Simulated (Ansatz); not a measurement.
# WC (Fm-3m) in Ansatz: a series of runs, part 2 of 2

Ansatz 0.2.0. Earlier steps stand in the parts before.

### Step 4. Relaxation of cell and atoms, PBEsol+U

Contents of input.yaml:

```yaml
crystal:
  lattice:
    - [0.0, 2.192684, 2.192684]
    - [2.192684, 0.0, 2.192684]
    - [2.192684, 2.192684, 0.0]
  atoms:
    - { symbol: W, position: [0.0, 0.0, 0.0] }
    - { symbol: C, position: [0.5, 0.5, 0.5] }
hamiltonian:
  xc: pbesol
  pseudopotentials: { kind: paw }
  hubbard: { sites: [{ species: W, l: d, u_eff: 1.0 }] }
kpoints:
  mp_grid: { grid: [10, 10, 10] }
scf:
  occupations: { method: fermi_dirac, width: 0.05 }
output:
  forces: true
  stress: true
  eigenvalues: true
  write_density: true
  write_potential: true
  elf: true
  volumetric_format: npy
relax:
  f_tol: 0.01
  max_steps: 40
  cell: { stress_tol: 0.05 }
```

On the command line:

```console
$ ansatz run input.yaml --threads 2 --pin off --max-ram 5632MiB --backend cpu --events-out ev --progress --plain --runs-dir out
```

Run time: 4.3 s. Hardware: 2 threads of Intel Xeon 6975P-C (Granite Rapids), shared host; peak memory 0.37 GiB.

It converged, with:

| Item | Value |
| --- | --- |
| Free energy | -10501.5992 eV |
| Relaxed volume | 10.26 Å³/atom |
| Relaxed cell | a = 3.073 Å, b = 3.073 Å, c = 3.073 Å, α = 60.00°, β = 60.00°, γ = 60.00° |
| Space group after relaxing (to 0.05 Å) | Fm-3m (No. 225) |
| Energy gained by relaxing | 9.3 meV/atom |
| Ionic steps | 7 |
| Pressure after relaxing | 0.0 GPa |
| Band gap on the k mesh | none (metal or under the smearing width) |

Step by step:
```tsv
step	energy change (eV)	largest force (eV/Å)	volume (Å³)
1	0.0000	0.0000	21.08
2	-0.0158	0.0000	20.25
3	-0.0195	0.0000	20.53
4	-0.0196	0.0000	20.51
5	-0.0185	0.0000	20.51
6	-0.0185	0.0000	20.51
7	-0.0185	0.0000	20.51
```

Final structure:
```
W C
1.0
     0.00000    2.17264    2.17264
     2.17264    0.00000    2.17264
     2.17264    2.17264    0.00000
W C
1 1
Direct
  0.00000 0.00000 0.00000
  0.50000 0.50000 0.50000
```

Levels at points of the mesh, in eV from the Fermi level:
```csv
k point,band 7,band 8,band 9,band 10,band 11,band 12
"(0.00, 0.00, 0.00)",-2.93,-2.93,-1.13,-1.13,-1.13,-1.02
"(0.00, 0.00, -0.50)",-6.82,-6.82,1.04,1.04,2.38,4.88
"(0.00, -0.50, -0.50)",-5.70,-2.57,-2.57,0.88,2.33,2.33
```

Eigenvalues of the final occupation matrices:
| site | spin | trace | eigenvalues |
| --- | --- | --- | --- |
| site 1 | 1 | 2.37 | 0.45 0.45 0.49 0.49 0.49 |

Caveat: the plane-wave basis is chosen anew once the cell has moved, so the energies of steps on either side of that aren't comparable; the pressure holds a Pulay correction of +0.3 GPa for the finite cutoff; U without spin polarisation on a metal has little footing; the PAW data sets come from PBE, with cores solved anew for the run's functional, which leaves a small shift of forces and pressure; the U is typed as a test and isn't derived for this compound. The run has no spin-orbit coupling, so splittings on W are missing.

### Step 5. Relaxation of cell and atoms, PBEsol+U

Changes to input.yaml since step 4:

```diff
@@ -11,3 +11,3 @@
   pseudopotentials: { kind: paw }
-  hubbard: { sites: [{ species: W, l: d, u_eff: 1.0 }] }
+  hubbard: { sites: [{ species: W, l: d, u_eff: 2.0 }] }
 kpoints:
```

On the command line:

```console
$ ansatz run input.yaml --threads 2 --pin off --max-ram 5632MiB --backend cpu --events-out ev --progress --plain --runs-dir out
```

Wall time 4.2 s (2 threads of Intel Xeon 6975P-C (Granite Rapids), shared host); peak memory 0.37 GiB.

Results (log left out):

| Property | Result |
| --- | --- |
| Free energy | -10500.3544 eV |
| Relaxed volume | 10.26 Å³/atom |
| Relaxed cell | a = 3.073 Å, b = 3.073 Å, c = 3.073 Å, α = 60.00°, β = 60.00°, γ = 60.00° |
| Space group after relaxing (to 0.05 Å) | Fm-3m (No. 225) |
| Energy gained by relaxing | 9.0 meV/atom |
| Ionic steps | 7 |
| Pressure after relaxing | 0.0 GPa |
| Band gap on the k mesh | none (metal or under the smearing width) |

Step by step:
| step | energy change (eV) | largest force (eV/Å) | volume (Å³) |
| --- | --- | --- | --- |
| 1 | 0.0000 | 0.0000 | 21.08 |
| 2 | -0.0154 | 0.0000 | 20.26 |
| 3 | -0.0190 | 0.0000 | 20.53 |
| 4 | -0.0191 | 0.0000 | 20.52 |
| 5 | -0.0180 | 0.0000 | 20.52 |
| 6 | -0.0180 | 0.0000 | 20.52 |
| 7 | -0.0180 | 0.0000 | 20.52 |

Final structure:
```
W C
1.0
     0.00000    2.17290    2.17290
     2.17290    0.00000    2.17290
     2.17290    2.17290    0.00000
W C
1 1
Direct
  0.00000 0.00000 0.00000
  0.50000 0.50000 0.50000
```

Levels at points of the mesh, in eV from the Fermi level:
```
             k point  band 6  band 7  band 8  band 9  band 10  band 11  band 12  band 13
  (0.00, 0.00, 0.00)   -2.93   -2.93   -2.93   -1.13    -1.13    -1.13    -0.98    -0.98
 (0.00, 0.00, -0.50)  -10.11   -6.80   -6.80    1.04     1.04     2.37     4.87     9.07
(0.00, -0.50, -0.50)   -6.06   -5.71   -2.57   -2.57     0.91     2.32     2.32     5.63
```

Eigenvalues of the final occupation matrices:
```csv
site,spin,trace,eigenvalues
site 1,1,2.37,0.45 0.45 0.49 0.49 0.49
```

Caveat: the plane-wave basis is chosen anew once the cell has moved, so the energies of steps on either side of that aren't comparable; the pressure holds a Pulay correction of +0.3 GPa for the finite cutoff; U without spin polarisation on a metal has little footing; the PAW data sets come from PBE, with cores solved anew for the run's functional, which leaves a small shift of forces and pressure; the U is typed as a test and isn't derived for this compound.

### Step 6. Overview

| level | U | hubbard projectors | double counting | gap on the mesh (eV) | pressure (GPa) | relaxed volume (Å³/atom) |
| --- | --- | --- | --- | --- | --- | --- |
| PBEsol+D4 | - | - | - | none | 0.0 | 10.15 |
| PBEsol | - | - | - | none | 0.0 | 10.25 |
| PBEsol+U | W d U = 1 eV | ortho-atomic (the default) | fll (the default) | none | 0.0 | 10.26 |
| PBEsol+U | W d U = 2 eV | ortho-atomic (the default) | fll (the default) | none | 0.0 | 10.26 |

Alike in all rows: task relaxation of cell and atoms; potentials or basis Ansatz PAW; no spin polarisation; cell relaxed; k mesh 10 × 10 × 10; cutoff (eV) 420; smearing fermi-dirac 0.05 eV.

Caveats: the plane-wave basis is chosen anew once the cell has moved, so the energies of steps on either side of that aren't comparable; the PAW data sets come from PBE, with cores solved anew for the run's functional, which leaves a small shift of forces and pressure; U without spin polarisation on a metal has little footing (some runs); the U is typed as a test and isn't derived for this compound (some runs); pairwise dispersion overbinds metals, which lowers pressure and volume (some runs).

Total energies depend on the potentials used, so only differences within one code and one set of settings carry meaning.
